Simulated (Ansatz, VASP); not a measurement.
**Two plane-wave programs on CsPbCl3**

```
Cs Pb Cl
1.0
     5.52097    0.00000    0.00000
     0.00000    5.52097    0.00000
     0.00000    0.00000    5.52097
Cs Pb Cl
1 1 3
Direct
  0.50000 0.50000 0.50000
  0.00000 0.00000 0.00000
  0.50000 0.00000 0.00000
  0.00000 0.50000 0.00000
  0.00000 0.00000 0.50000
```

Alike in both runs: functional LDA; k mesh 6 × 6 × 6; no spin polarisation.

Ansatz relaxed the structure, and its values are those at the end. VASP's run is a single point on that final structure, the one shown.

|  | VASP | Ansatz |
| --- | --- | --- |
| version | VASP 6.6.1 | Ansatz 0.2.0 |
| potentials or method | VASP PAW LDA potentials, release 64 (Cs_sv, Pb_d, Cl) | scalar-relativistic, plane waves, PAW |
| plane-wave cutoff (eV) | 520 | 420 |
| occupations | gaussian, width 0.01 eV | fixed |
| valence electrons in the cell | 44 | 44 |

```tsv
	VASP	Ansatz	Ansatz less VASP
gap on the k mesh at the Fermi level (eV)	1.50	1.53	+0.028
least direct gap on the mesh (eV)	1.50	1.53	+0.028
pressure (GPa)	0.0	0.0	-0.02
```

Caveats: spin-orbit coupling is left out, which as a rule narrows the gap of such compounds by several tenths of an eV. A k mesh can miss the band edges. Expect the measured gap to be larger: semilocal functionals such as LDA lack the derivative discontinuity.
